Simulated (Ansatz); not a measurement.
From a trial cell to the properties of CaO in the rocksalt structure

**What was measured.** A printed reference work, textbook reports, for a bulk crystal of CaO: lattice constant a 4.8105 Å.

Level of theory: DFT, PBEsol, scalar-relativistic, no spin polarisation; plane waves to 420 eV with PAW datasets (Ansatz 0.2.0), 12×12×12 k-mesh, Gaussian smearing of 0.05 eV. The datasets are Ansatz's generated set soft_2.

The compound is reported in the structure type of the start.

The first cell:

```cif
data_structure
_symmetry_space_group_name_H-M 'P 1'
_symmetry_Int_Tables_number 1
_cell_length_a 3.4749
_cell_length_b 3.4749
_cell_length_c 3.4749
_cell_angle_alpha 60.000
_cell_angle_beta 60.000
_cell_angle_gamma 60.000
_cell_volume 29.67
loop_
_atom_site_label
_atom_site_type_symbol
_atom_site_fract_x
_atom_site_fract_y
_atom_site_fract_z
_atom_site_occupancy
Ca1 Ca 0.50000 0.50000 0.50000 1
O1 O 0.00000 0.00000 0.00000 1
```

The first steps of the search for zero pressure:

```tsv
run	level	k-mesh	kind	V (Å³/atom)	P (GPa)	gap on the mesh (eV)
1	PBEsol	12×12×12	fixed cell	14.83	-8.6	3.57
```

Question: At which volume does PBEsol reach zero pressure?

Answer: 13.54 Å³/atom, about 8.7 % under the start.

The steps that followed:

```tsv
run	level	k-mesh	kind	V (Å³/atom)	P (GPa)	E − E(final) (meV/atom)	gap on the mesh (eV)
2	PBEsol	12×12×12	fixed cell	13.98	-3.4	4.9	3.56
3	PBEsol	12×12×12	fixed cell	13.54	0.0	0.0	3.54
```

The final structure (symmetry read at 0.01 Å). Symmetry: Fm-3m, No. 225, cubic system. Conventional cell: a = 4.767 Å, b = 4.767 Å, c = 4.767 Å, α = 90.00°, β = 90.00°, γ = 90.00°. Ca (site symmetry m-3m) is surrounded by 6 O at 2.38 Å. O (site symmetry m-3m) is surrounded by 6 Ca at 2.38 Å. (Shells end 15 % past the nearest neighbour.)

- At the final geometry the gap, band path included, is 3.54 eV.
- The equation of state gives B0 = 115 GPa and B0′ = 4.3.
- The elastic tensor is positive definite (smallest eigenvalue 77 GPa).
- Against the elements' standard states, run alike and uncorrected, the formation energy is -3.04 eV/atom.

**Why it comes out so.**

Formal charges Ca²⁺, O²⁻ balance and leave closed shells on every ion, so a band insulator is expected, and the gap is 3.54 eV.

Shannon's ionic radii give a check on the bond lengths: Ca²⁺ with 6 neighbours 1.00 Å + O²⁻ 1.40 Å = 2.40 Å against a computed mean of 2.38 Å. Sums and bonds agree within 3 %, so ion sizes set the bond lengths.

**Against experiment.** A measured lattice constant a of CaO is 4.8105 Å (a printed reference work, textbook); the calculated 4.767 Å misses it by -0.9 %. The calculation is for a static lattice, without zero-point motion or thermal expansion.

Kohn–Sham gaps of semilocal functionals lie under measured ones, often by a third or more.
